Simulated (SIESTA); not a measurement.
Here is a SIESTA 5.4.2 calculation.

run.py

```python
from ase.io import read
from ase.calculators.siesta import Siesta
from ase.units import Ry, GPa
from ase.optimize import BFGS
from ase.filters import FrechetCellFilter

atoms = read("Sb.xyz")

fdf = {
    'SCFMustConverge': False,
    'OccupationFunction': 'FD',
    'ElectronicTemperature': '0.05 eV',
    'MaxSCFIterations': '120',
    'SCF.Mixer.Method': 'Pulay',
    'SCF.Mixer.Weight': '0.25',
    'SCF.Mixer.History': '8',
    'SCF.DM.Tolerance': '5.0e-05',
    'SCF.H.Tolerance': '1.0e-03 eV',
    'WriteForces': 'true',
    'Charge.Mulliken': 'end',
    'PAO.Basis': ['Sb.1 4', 'n=5 0 2', '  5.984 0.000', 'n=5 1 2', '  7.921 0.000', 'n=4 2 2', '  3.483 0.000', 'n=5 2 1', '  7.921'],
}
calc = Siesta(
    label="Sb",
    command="siesta < PREFIX.fdf > PREFIX.out",
    pseudo_path="pseudos",
    pseudo_qualifier="",
    xc=('GGA', 'revPBE'),
    basis_set="DZP",
    mesh_cutoff=500 * Ry,
    energy_shift=0.003 * Ry,
    kpts=[8, 8, 8],
    spin="non-polarized",
    fdf_arguments=fdf,
)
atoms.calc = calc

opt = BFGS(FrechetCellFilter(atoms), trajectory="relax.traj")
converged = opt.run(fmax=0.01, steps=40)
print("converged:", converged)
print("cell (A):", atoms.cell.cellpar().round(5))
print("scaled positions:")
print(atoms.get_scaled_positions().round(6))
print(f"energy = {atoms.get_potential_energy():.6f} eV")
free = atoms.get_potential_energy(force_consistent=True)
print(f"free energy = {free:.6f} eV")
print("forces (eV/A):")
print(atoms.get_forces(apply_constraint=False).round(6))
print("stress (GPa, Voigt order, tension positive):", (atoms.get_stress() / GPa).round(4))
```

Contents of Sb.xyz:

```xyz
2
Lattice="2.1542000000 1.2437279499 3.7580000000 -2.1542000000 1.2437279499 3.7580000000 0.0000000000 -2.4874558998 3.7580000000" Properties=species:S:1:pos:R:3 pbc="T T T"
Sb     0.0000000000      0.0000000000      8.6416337400
Sb     0.0000000000      0.0000000000      2.6323662600
```

Potentials or basis: PseudoDojo 0.4 standard (PBE files), DZP (energy shift 0.003 Ry; two zetas on semicore shells).

The run is started by

```sh
$ python run.py
```

**Question.** Estimate the relaxed volume.

**Answer.** 32.76 Å³/atom.

**Question.** What does it give for the space group after relaxing (to 0.05 Å)?

**Answer.** R-3m (No. 166).

**Question.** Estimate the band gap on the k mesh.

**Answer.** None (metal or under the smearing width).

**Question.** Estimate the relaxed cell.

**Answer.** a = 4.629 Å, b = 4.629 Å, c = 4.629 Å, α = 57.15°, β = 57.15°, γ = 57.15°.

Final structure:
```xyz
2
Lattice="2.2140 1.2783 3.8587 -2.2140 1.2783 3.8587 0.0000 -2.5565 3.8587" Properties=species:S:1:pos:R:3 pbc="T T T"
Sb    0.0000    0.0000    8.8733
Sb    0.0000    0.0000    2.7027
```

Caveat: the potentials were made for another functional, which shifts forces and pressure; the basis of atomic orbitals isn't converged, which shifts pressures, moduli and gaps. Spin-orbit coupling is left out, which matters for the levels of Sb.
